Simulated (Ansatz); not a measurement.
## AlNi3 at several levels of theory

One geometry, relaxed with PBE, and single points on it; plane waves with PAW potentials in Ansatz, scalar-relativistic unless the row names spin-orbit coupling. Collinear spin, ending at 0.7 μB a primitive cell. Meshes are on the primitive cell of 4 atoms. Gaps are the least over mesh and band path; pressure is positive in compression. Smearing is Gaussian, 0.10 eV.

```cif
data_structure
_symmetry_space_group_name_H-M 'Pm-3m'
_symmetry_Int_Tables_number 221
_cell_length_a 3.5667
_cell_length_b 3.5667
_cell_length_c 3.5667
_cell_angle_alpha 90.000
_cell_angle_beta 90.000
_cell_angle_gamma 90.000
_cell_volume 45.37
loop_
_atom_site_label
_atom_site_type_symbol
_atom_site_symmetry_multiplicity
_atom_site_Wyckoff_symbol
_atom_site_fract_x
_atom_site_fract_y
_atom_site_fract_z
_atom_site_occupancy
Al1 Al 1 a 0.00000 0.00000 0.00000 1
Ni1 Ni 3 c 0.00000 0.50000 0.50000 1
```

| level | cutoff (eV) | k mesh | gap (eV) | pressure (GPa) | largest moment (μB) | rough cost with bands (core-min) |
| --- | --- | --- | --- | --- | --- | --- |
| PBE | 420 | 12×12×12 | 0 | 0.0 | 0.28 | 1.3 |

Question: What do r2SCAN, LDA give on the same cell?

Answer:
```
 level cutoff (eV) k mesh gap (eV) pressure (GPa) largest moment (μB) rough cost with bands (core-min)
r2SCAN          500  12×12×12         0            -6.4                 0.37                               2.6
   LDA          420  12×12×12         0           -13.8                 0.22                               1.6
```

The state reached may not be the lowest one.